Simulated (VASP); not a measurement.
A VASP 6.6.1 single-point calculation on BaHfO3

INCAR

```
SIGMA = 0.02
NBANDS = 27
EDIFF = 1E-7
LCHARG = .FALSE.
ISMEAR = -1
NSW = 0
GGA = PE
NELM = 69
IBRION = -1
LASPH = .TRUE.
IMIX = 1
LREAL = .FALSE.
ISIF = 2
AMIX = 2
BMIX = 0.0001
LWAVE = .FALSE.
PREC = Accurate
ENCUT = 520
```

KPOINTS

```
KPOINTS created by Atomic Simulation Environment
0
Gamma
6 6 6
0 0 0
```

POSCAR

```
Ba Hf O
 1.0000000000000000
     4.0517470077000004    0.0000000000000000    0.0000000000000000
     0.0000000000000000    4.0517470077000004    0.0000000000000000
     0.0000000000000000    0.0000000000000000    4.0517470077000004
 Ba  Hf  O
   1   1   3
Cartesian
  0.0000000000000000  0.0000000000000000  0.0000000000000000
  2.0258735038500002  2.0258735038500002  2.0258735038500002
  2.0258735038500002  2.0258735038500002  0.0000000000000000
  2.0258735038500002  0.0000000000000000  2.0258735038500002
  0.0000000000000000  2.0258735038500002  2.0258735038500002
```

The recommended PBE PAW datasets give the neutral cell 38 valence electrons.

Command

```
mpirun -np 1 vasp_std
```

Q: How does this run end, and what does it give?

A: VASP stopped with an error.

OSZICAR

```
N       E                     dE             d eps       ncg     rms          rms(c)
DAV:   1     0.213756773297E+03    0.21376E+03   -0.21396E+04  1080   0.139E+03
DAV:   2    -0.382941945448E+02   -0.25205E+03   -0.24208E+03  1315   0.319E+02
DAV:   3    -0.498155965494E+02   -0.11521E+02   -0.11466E+02  1474   0.640E+01
DAV:   4    -0.499654176066E+02   -0.14982E+00   -0.14964E+00  1414   0.686E+00
DAV:   5    -0.499683855838E+02   -0.29680E-02   -0.29676E-02  1416   0.684E-01    0.718E+01
DAV:   6    -0.257462663641E+03   -0.20749E+03   -0.15503E+03  1156   0.193E+02    0.105E+02
DAV:   7    -0.344468421902E+04   -0.31872E+04   -0.25439E+04  1986   0.744E+02    0.245E+02
DAV:   8    -0.155395147657E+05   -0.12095E+05   -0.11402E+05  1957   0.185E+03    0.166E+03
DAV:   9    -0.382497094710E+05   -0.22710E+05   -0.21244E+05  2160   0.188E+03    0.327E+03
DAV:  10    -0.699859282398E+05   -0.31736E+05   -0.30627E+05  2160   0.308E+03    0.516E+03
DAV:  11    -0.114761112553E+06   -0.44775E+05   -0.42315E+05  2160   0.302E+03    0.718E+03
```

Standard output (part)

```
POSCAR found type information on POSCAR BaHfO
 POSCAR found :  3 types and       5 ions
 LDA part: xc-table for (Slater+PW92), standard interpolation
 POSCAR, INCAR and KPOINTS ok, starting setup
 WAVECAR not read
 entering main loop
|     EEEEEEE  RRRRRR   RRRRRR   OOOOOOO  RRRRRR      ###     ###     ###     |
|     E        R     R  R     R  O     O  R     R     ###     ###     ###     |
|     E        R     R  R     R  O     O  R     R     ###     ###     ###     |
|     EEEEE    RRRRRR   RRRRRR   O     O  RRRRRR       #       #       #      |
|     E        R    R   R    R   O     O  R    R      ###     ###     ###     |
|     EEEEEEE  R     R  R     R  OOOOOOO  R     R     ###     ###     ###     |
|     ERROR FEXCP: supplied Exchange-correletion table                        |
|      is too small, maximal index : 4000                                     |
|       ---->  I REFUSE TO CONTINUE WITH THIS SICK JOB ... BYE!!! <----       |
```

The fault: mixing far too strong.
